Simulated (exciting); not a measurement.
# Ca (I4/mmm) in exciting: single point with PW86PBE+TS

Aim: the single point of Ca with PW86PBE+TS.

Everything below comes from runs of exciting (release sodium). Logs are shortened: lines on timing, memory, paths and dates and some standing lists are left out, and cuts for length are marked.

**1. The crystal as given**

The structure is tetragonal, space group I4/mmm (No. 139). The conventional cell has a = 4.410 Å, b = 4.410 Å, c = 4.392 Å, α = 90.00°, β = 90.00°, γ = 90.00°. Around Ca (site symmetry 4/mmm) lie 8 Ca at 3.81 Å.

This isn't the form of Ca at room conditions, which is fcc.

**2. Single point, PW86PBE+TS**

input.xml

```xml
<input>
  <title>Ca</title>
  <structure speciespath="./" tshift="false">
    <crystal scale="1.88972612463">
      <basevect>-2.205204903600 2.205204903600 2.196114810000</basevect>
      <basevect>2.205204903600 -2.205204903600 2.196114810000</basevect>
      <basevect>2.205204903600 2.205204903600 -2.196114810000</basevect>
    </crystal>
    <species speciesfile="Ca.xml" rmt="2.2">
      <atom coord="0.500000000000 0.500000000000 0.000000000000"/>
    </species>
  </structure>
  <groundstate do="fromscratch" ngridk="9 9 9" rgkmax="8.5" gmaxvr="14" lmaxapw="7" lmaxmat="7" lmaxvr="7" stype="Gaussian" swidth="0.00183747" nempty="8" ValenceRelativity="iora*" epsengy="1e-05" epspot="1e-05" maxscl="100" tforce="true" outputlevel="normal" vdWcorrection="TSvdW" mixer="lin">
    <libxc exchange="XC_GGA_X_PW86" correlation="XC_GGA_C_PBE"/>
  </groundstate>
  <properties>
    <chargedensityplot>
      <plot3d>
        <box grid="20 20 20">
          <origin coord="0 0 0"/>
          <point coord="1 0 0"/>
          <point coord="0 1 0"/>
          <point coord="0 0 1"/>
        </box>
      </plot3d>
    </chargedensityplot>
    <elfplot>
      <plot3d>
        <box grid="20 20 20">
          <origin coord="0 0 0"/>
          <point coord="1 0 0"/>
          <point coord="0 1 0"/>
          <point coord="0 0 1"/>
        </box>
      </plot3d>
    </elfplot>
    <exccplot>
      <plot3d>
        <box grid="20 20 20">
          <origin coord="0 0 0"/>
          <point coord="1 0 0"/>
          <point coord="0 1 0"/>
          <point coord="0 0 1"/>
        </box>
      </plot3d>
    </exccplot>
    <TSvdW/>
  </properties>
</input>
```

Potentials or basis: all-electron LAPW+lo, shipped species files, valence relativity iora*.

On the command line:

```console
$ OMP_NUM_THREADS=1 exciting_smp
```

INFO.OUT:

```text
================================================================================
EXCITING SODIUM started
[... 10 lines left out ...]

 Lattice vectors (cartesian) :
     -4.1672333165      4.1672333165      4.1500555291
      4.1672333165     -4.1672333165      4.1500555291
      4.1672333165      4.1672333165     -4.1500555291

 Reciprocal lattice vectors (cartesian) :
      0.0000000000      0.7538797123      0.7570001489
      0.7538797123      0.0000000000      0.7570001489
      0.7538797123      0.7538797123     -0.0000000000

 Unit cell volume                           :     288.2766935736
 Brillouin zone volume                      :       0.8604587848

 Species :    1 (Ca)
     parameters loaded from                 :    Ca.xml
     name                                   :    calcium
     nuclear charge                         :     -20.00000000
     electronic charge                      :      20.00000000
     atomic mass                            :   73057.72470000
     muffin-tin radius                      :       2.20000000
     # of radial points in muffin-tin       :     350

     atomic positions (lattice) :
       1 :   0.50000000  0.50000000  0.00000000

 Total number of atoms per unit cell        :       1

 Spin treatment                             :    spin-unpolarised

 Number of Bravais lattice symmetries       :      16
 Number of crystal symmetries               :      16

 k-point grid                               :       9    9    9
 Total number of k-points                   :      75
 k-point set is reduced with crystal symmetries

 R^MT_min * |G+k|_max (rgkmax)              :       8.50000000
 Species with R^MT_min                      :       1 (Ca)
 Maximum |G+k| for APW functions            :       3.86363636
 Maximum |G| for potential and density      :      14.00000000

 G-vector grid sizes                        :      36    36    36
 Total number of G-vectors                  :   13395

 Maximum angular momentum used for
     APW functions                          :       7
     computing H and O matrix elements      :       7
     potential and density                  :       7
     inner part of muffin-tin               :       2

 Total nuclear charge                       :     -20.00000000
 Total electronic charge                    :      20.00000000
 Total core charge                          :      10.00000000
 Total valence charge                       :      10.00000000

 Number of empty states                     :       8
 Total number of valence states             :      14

 Maximum Hamiltonian size                   :     329
 Maximum number of plane-waves              :     321
 Total number of local-orbitals             :       8

 Exchange-correlation type                  :     100
     libxc; exchange: Perdew & Wang 86; correlation: Perdew, Burke & Ernzerhof (see libxc for references)

 Smearing scheme                            :    Gaussian
 Smearing width                             :       0.00183747

 Using adaptive step size linear potential mixing

++++++++++++++++++++++++++++++++++++++++++++++++++++++++++++++++++++++++++++++++
[... 14 lines left out ...]
+ SCF iteration number :    1                                                  +
++++++++++++++++++++++++++++++++++++++++++++++++++++++++++++++++++++++++++++++++
 Total energy                               :      -681.38228814
 _______________________________________________________________
 Fermi energy                               :         0.11801699
 Kinetic energy                             :       685.66271091
 Coulomb energy                             :     -1330.56870123
 Exchange energy                            :       -35.66104693
 Correlation energy                         :        -0.81525089

 DOS at Fermi energy (states/Ha/cell)       :        76.16653019

 Electron charges :
     core                                   :        10.00000000
     core leakage                           :         0.00000014
     valence                                :        10.00000000
     interstitial                           :         2.12547542
     charge in muffin-tin spheres :
                  atom     1    Ca          :        17.87452458
     total charge in muffin-tins            :        17.87452458
     total charge                           :        20.00000000

++++++++++++++++++++++++++++++++++++++++++++++++++++++++++++++++++++++++++++++++
+ SCF iteration number :    2                                                  +
++++++++++++++++++++++++++++++++++++++++++++++++++++++++++++++++++++++++++++++++
 Total energy                               :      -681.10272778
 _______________________________________________________________
 Fermi energy                               :         0.11927295
 Kinetic energy                             :       685.79611616
 Coulomb energy                             :     -1330.43213237
 Exchange energy                            :       -35.65152154
 Correlation energy                         :        -0.81519002

 DOS at Fermi energy (states/Ha/cell)       :        72.58201755

 Electron charges :
     core                                   :        10.00000000
     core leakage                           :         0.00000014
     valence                                :        10.00000000
     interstitial                           :         2.13259069
     charge in muffin-tin spheres :
                  atom     1    Ca          :        17.86740931
     total charge in muffin-tins            :        17.86740931
     total charge                           :        20.00000000
[... 421 lines left out ...]
 RMS change in effective potential (target) :  0.642572E-05  ( 0.100000E-04)
 Absolute change in total energy   (target) :  0.905605E-05  ( 0.100000E-04)
 Charge distance                   (target) :  0.159941E-06  ( 0.100000E-04)
 Abs. change in max-nonIBS-force   (target) :   0.00000      ( 0.500000E-04)

++++++++++++++++++++++++++++++++++++++++++++++++++++++++++++++++++++++++++++++++
+ SCF iteration number :   18                                                  +
++++++++++++++++++++++++++++++++++++++++++++++++++++++++++++++++++++++++++++++++
 Total energy                               :      -680.72713629
 _______________________________________________________________
 Fermi energy                               :         0.12255651
 Kinetic energy                             :       685.96346788
 Coulomb energy                             :     -1330.23580973
 Exchange energy                            :       -35.63961088
 Correlation energy                         :        -0.81518356

 DOS at Fermi energy (states/Ha/cell)       :        68.13784138

 Electron charges :
     core                                   :        10.00000000
     core leakage                           :         0.00000014
     valence                                :        10.00000000
     interstitial                           :         2.14112304
     charge in muffin-tin spheres :
                  atom     1    Ca          :        17.85887696
     total charge in muffin-tins            :        17.85887696
     total charge                           :        20.00000000

 RMS change in effective potential (target) :  0.263765E-05  ( 0.100000E-04)
 Absolute change in total energy   (target) :  0.426985E-05  ( 0.100000E-04)
 Charge distance                   (target) :  0.858953E-07  ( 0.100000E-04)
 Abs. change in max-nonIBS-force   (target) :   0.00000      ( 0.500000E-04)

++++++++++++++++++++++++++++++++++++++++++++++++++++++++++++++++++++++++++++++++
| Convergency criteria checked for the last 2 iterations                       +
| Convergence targets achieved. Performing final SCF iteration                 +
++++++++++++++++++++++++++++++++++++++++++++++++++++++++++++++++++++++++++++++++
 Total energy                               :      -680.74819353
 _______________________________________________________________
 Fermi energy                               :         0.12255659
 Kinetic energy                             :       685.96347587
 Coulomb energy                             :     -1330.23581049
 Exchange energy                            :       -35.63961084
 Correlation energy                         :        -0.81518355
 TS-vdW dispersion correction               :        -0.02106452

 DOS at Fermi energy (states/Ha/cell)       :        68.13770248

 Electron charges :
     core                                   :        10.00000000
     core leakage                           :         0.00000014
     valence                                :        10.00000000
     interstitial                           :         2.14112304
     charge in muffin-tin spheres :
                  atom     1    Ca          :        17.85887696
     total charge in muffin-tins            :        17.85887696
     total charge                           :        20.00000000

++++++++++++++++++++++++++++++++++++++++++++++++++++++++++++++++++++++++++++++++
+ Self-consistent loop stopped                                                 +
++++++++++++++++++++++++++++++++++++++++++++++++++++++++++++++++++++++++++++++++
 STATE.OUT is written

--------------------------------------------------------------------------------
- Writing atomic positions and forces                                          -
--------------------------------------------------------------------------------

 Atomic positions (lattice) :
 atom     1  Ca  :     0.50000000    0.50000000    0.00000000

 Total atomic forces including IBS (cartesian) :
 atom     1  Ca  :     0.00000000    0.00000000    0.00000000

 Atomic force components including IBS (cartesian) :
 atom     1  Ca  :     0.00000000    0.00000000    0.00000000   HF force
                 :     0.00000000    0.00000000    0.00000000   core correction
                 :     0.00000000    0.00000000    0.00000000   IBS correction
                 :    -0.00000000   -0.00000000   -0.00000000   TS-vdW force

********************************************************************************
[... 7 lines left out ...]
| EXCITING SODIUM stopped                                                      =
================================================================================
```

It took 1.9 min on 1 thread of Arm Neoverse V1, shared host; peak memory 0.09 GiB.

These settings aren't checked as converged (typed here: mixer = lin; lmaxapw = 7; lmaxmat = 7; lmaxvr = 7): the numbers below hold their error.

Results:

```
Free energy                                       : -18524.1052 eV
Band gap on the k mesh                            : none (metal or under the smearing width)
All electrons inside the program's atomic spheres : Ca 17.86 (radii Ca 2.2 bohr)
Dispersion energy per atom                        : -0.573 eV
```

Caveat: the log's total energy holds no entropy term; the free energy is that total less TS from the occupations.
